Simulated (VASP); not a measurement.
# SnO2: dielectric tensor with PBE

SnO2:

```
Sn O
1.0
     5.17526    0.00000    0.00000
     0.00000    5.17526    0.00000
     0.00000    0.00000    5.17526
Sn O
4 8
Direct
  0.00000 0.00000 0.00000
  0.50000 0.00000 0.50000
  0.50000 0.50000 0.00000
  0.00000 0.50000 0.50000
  0.66110 0.83890 0.16110
  0.83890 0.16110 0.66110
  0.16110 0.66110 0.83890
  0.33890 0.33890 0.33890
  0.66110 0.66110 0.66110
  0.83890 0.33890 0.16110
  0.16110 0.83890 0.33890
  0.33890 0.16110 0.83890
```

Measurements of this composition are mostly on another form, of space group No. 136.

* Program: VASP 6.6.1
* Task: dielectric tensor
* Functional: PBE
* Potentials or basis: VASP PAW PBE potentials, release 64 (Sn_d, O)
* Cutoff: 520 eV
* k mesh: 4 × 4 × 4
* Occupations: gaussian, width 0.02 eV
* Spin: no spin polarisation
* Further INCAR settings: ALGO = Normal; EDIFF = 1e-08

```json
{
  "Band gap on the k mesh": "0.56 eV, indirect (least direct gap 0.62 eV)",
  "Electronic dielectric tensor (diagonal)": "10.70",
  "Born charges (mean of the diagonal)": "Sn +4.35; O -2.18 e"
}
```

Levels at points of the mesh, in eV from the valence-band top:
| k point | band 49 | band 50 | band 51 | band 52 | band 53 | band 54 | band 55 | band 56 |
| --- | --- | --- | --- | --- | --- | --- | --- | --- |
| (0.00, 0.00, 0.00) | -0.28 | -0.06 | -0.06 | -0.06 | 0.56 | 5.73 | 5.73 | 5.73 |
| (0.50, 0.00, 0.00) | -0.44 | -0.44 | 0.00 | 0.00 | 3.63 | 3.63 | 4.85 | 4.85 |
| (0.50, 0.50, 0.00) | -0.30 | -0.30 | -0.30 | -0.30 | 4.50 | 4.50 | 4.50 | 4.50 |
| (0.50, 0.50, 0.50) | -0.61 | -0.61 | -0.61 | -0.61 | 4.98 | 4.98 | 4.98 | 4.98 |

Electronic dielectric tensor:
```
10.70  0.00  0.00
 0.00 10.70  0.00
 0.00  0.00 10.70
```

Born effective charge tensors (e):
atom 1, Sn
```
 4.35 -0.59  0.13
 0.13  4.35 -0.59
-0.59  0.13  4.35
```
atom 2, Sn
```
 4.35 -0.59 -0.13
 0.13  4.35  0.59
 0.59 -0.13  4.35
```
atom 3, Sn
```
 4.35  0.59 -0.13
-0.13  4.35 -0.59
 0.59  0.13  4.35
```
atom 4, Sn
```
 4.35  0.59  0.13
-0.13  4.35  0.59
-0.59 -0.13  4.35
```
atom 5, O
```
-2.18 -0.31  0.39
-0.39 -2.18 -0.31
 0.31 -0.39 -2.18
```
atom 6, O
```
-2.18 -0.31 -0.39
-0.39 -2.18  0.31
-0.31  0.39 -2.18
```
atom 7, O
```
-2.18  0.31 -0.39
 0.39 -2.18 -0.31
-0.31 -0.39 -2.18
```
atom 8, O
```
-2.18  0.31  0.39
 0.39 -2.18  0.31
 0.31  0.39 -2.18
```
atom 9, O
```
-2.18  0.31  0.39
 0.39 -2.18  0.31
 0.31  0.39 -2.18
```
atom 10, O
```
-2.18  0.31 -0.39
 0.39 -2.18 -0.31
-0.31 -0.39 -2.18
```
atom 11, O
```
-2.18 -0.31 -0.39
-0.39 -2.18  0.31
-0.31  0.39 -2.18
```
atom 12, O
```
-2.18 -0.31  0.39
-0.39 -2.18 -0.31
 0.31 -0.39 -2.18
```

Run time: 17 min on 1 thread of Intel(R) Xeon(R) Platinum 8559C (Emerald Rapids), with other jobs on the host, peak memory 0.61 GiB.

Caveat: the gap is small at this level, which inflates the dielectric constant; spin-orbit coupling is left out, which moves the levels of the heavy elements. PBE gaps usually lie below the measured ones, often by a third to a half.
